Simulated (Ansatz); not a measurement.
Crystal: Ti2Co.

```
Co Ti
1.0
     0.00000    3.36500    3.36500
     3.36500    0.00000    3.36500
     3.36500    3.36500    0.00000
Co Ti
2 4
Direct
  0.75000 0.75000 0.75000
  0.50000 0.50000 0.50000
  0.12500 0.62500 0.12500
  0.12500 0.12500 0.62500
  0.62500 0.12500 0.12500
  0.12500 0.12500 0.12500
```

Base run:

```yaml
Program: Ansatz 0.2.0
Functional: PBEsol
Potentials_or_basis: Ansatz PAW
Cutoff: "420 eV (not typed: the program's choice for these potentials)"
k_mesh: 6 × 6 × 6
Occupations: fermi-dirac, width 0.05 eV
Spin: collinear spin, ferromagnetic start
Starting_moments: "[2.0, 2.0, 1.0, 1.0, 1.0, 1.0] μB"
Fixed_moment: 8 μB
```

Its results: pressure 27.2 GPa; site moments Co +1.74; Ti +0.83 μB.

The run is repeated on the same cell with these changes: fixed moment from 8 μB to 16 μB; moments at the start from [2.0, 2.0, 1.0, 1.0, 1.0, 1.0] to [4.0, 4.0, 2.0, 2.0, 2.0, 2.0]. What comes out?

Pressure 57.3 GPa; site moments Co +2.63; Ti +1.77 μB.

Caveats: the total moment is fixed, so each spin has its own Fermi level; the PAW data sets come from PBE, with cores solved anew for the run's functional, which leaves a small shift of forces and pressure; the thresholds are loose for stress; a pressure of tens of GPa on the cell as given is suspect, and the run, the potentials or the cell itself is likely at fault (some runs).
